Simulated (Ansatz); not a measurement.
(110) slab of zincblende MgTe, 11.4 Å thick as cut, bare faces

Ansatz, PAW, plane waves, no spin–orbit coupling unless named; atoms relaxed with PBEsol, the curve by HSE06. The curve holds the local part of the PAW potentials, so its shape inside matter depends on the files.

```xyz
12
Lattice="3.2194 -3.2194 0.0000 0.0000 0.0000 6.4388 -17.2409 -17.2409 0.0000" Properties=species:S:1:pos:R:3 pbc="T T T"
Mg   -7.9232  -14.3520    0.1304
Mg   -1.7905   -8.2199    6.0722
Mg   -4.6570  -11.0834    0.1187
Mg   -7.7723  -10.9790    3.3372
Mg  -10.6348  -13.8473    2.8483
Mg   -4.5035   -7.7134    3.3531
Te   -6.2684  -12.6947    1.7140
Te   -9.5790  -16.0108    1.5745
Te   -3.0411   -9.4705    1.7382
Te   -6.1615   -9.3686    4.9345
Te   -9.3859  -12.5955    4.9545
Te   -2.8468   -6.0566    4.7979
```

Planar mean of the electrostatic potential energy along the normal, from the vacuum level:

(z (Å), v (eV)): (0.00, 0.00), (0.27, 0.00), (0.68, 0.00), (0.95, 0.00), (1.35, 0.00), (1.63, 0.00), (2.03, 0.00), (2.30, 0.00), (2.71, 0.00), (2.98, 0.00), (3.39, -0.01), (3.66, -0.02), (4.06, -0.05), (4.33, -0.12), (4.74, -0.37), (5.01, -0.78), (5.42, -2.41), (5.69, -3.46), (6.10, -3.11), (6.37, -3.54), (6.77, -6.97), (7.04, -7.95), (7.45, -5.74), (7.72, -4.93), (8.13, -6.84), (8.40, -7.94), (8.80, -6.75), (9.08, -5.74), (9.48, -5.09), (9.75, -4.12), (10.16, -4.48), (10.43, -5.34), (10.84, -6.11), (11.11, -6.94), (11.51, -6.93), (11.78, -5.32), (12.19, -3.63), (12.46, -4.41), (12.73, -6.18), (13.14, -7.28), (13.41, -6.52), (13.82, -5.59), (14.09, -5.01), (14.49, -3.79), (14.76, -4.63), (15.17, -5.50), (15.44, -6.13), (15.85, -7.83), (16.12, -7.60), (16.53, -5.26), (16.80, -5.12), (17.20, -7.41), (17.47, -7.81), (17.88, -4.55), (18.15, -3.12), (18.56, -3.50), (18.83, -3.10), (19.23, -1.15), (19.51, -0.54), (19.91, -0.17), (20.18, -0.08), (20.59, -0.02), (20.86, -0.01), (21.27, 0.00), (21.54, 0.00), (21.94, 0.00), (22.21, 0.00), (22.62, 0.00), (22.89, 0.00), (23.30, 0.00), (23.57, 0.00), (23.98, 0.00), (24.25, 0.00)

(1) How far below the vacuum level do the top filled and the lowest empty level lie, by each functional?

Answers

(1) PBEsol: 5.86 and 3.38 eV (gap 2.48 eV, a 6×4×1 mesh); HSE06: 6.40 and 3.03 eV (gap 3.38 eV, a 4×3×1 mesh). Either level can be a surface state and not a band edge of the crystal.
